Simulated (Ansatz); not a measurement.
## MoS2: equation of state with RPBE+D3(BJ)

MoS2:

```
Mo S
1.0
     3.16900    0.00000    0.00000
    -1.58450    2.74443    0.00000
     0.00000    0.00000   12.32400
Mo S
2 4
Direct
  0.66667 0.33333 0.75000
  0.33333 0.66667 0.25000
  0.66667 0.33333 0.37700
  0.33333 0.66667 0.87700
  0.66667 0.33333 0.12300
  0.33333 0.66667 0.62300
```

```yaml
Program: Ansatz 0.2.0
Task: equation of state
Functional: RPBE
Dispersion: D3(BJ)
Potentials_or_basis: Ansatz PAW
Cutoff: 420 eV
Density_cutoff: 1680 eV
k_mesh: 10 × 10 × 3
Occupations: fermi-dirac, width 0.05 eV
Spin: no spin polarisation
```

```json
{
 "Equilibrium volume": "16.23 Å³/atom (rough: see the caveat)",
 "Bulk modulus at fixed shape and positions": "190 GPa (rough)"
}
```

Energy against volume, from the lowest point:
```
volume (Å³/atom)  energy (meV/atom)
          16.792               0.00
          17.149              17.02
          17.507              40.90
          17.864              70.88
          18.221             106.28
          18.578             146.48
          18.936             190.94
```

All runs of the series together: 23 s on 2 threads of Arm Neoverse V1, with other jobs on the host.

Caveat: the potentials were made for another functional, which shifts forces and pressure; the minimum lies outside the volumes run; the cell was scaled at fixed shape and fractional positions, which overstates the stiffness of a crystal with free parameters, most of all of layers and chains.
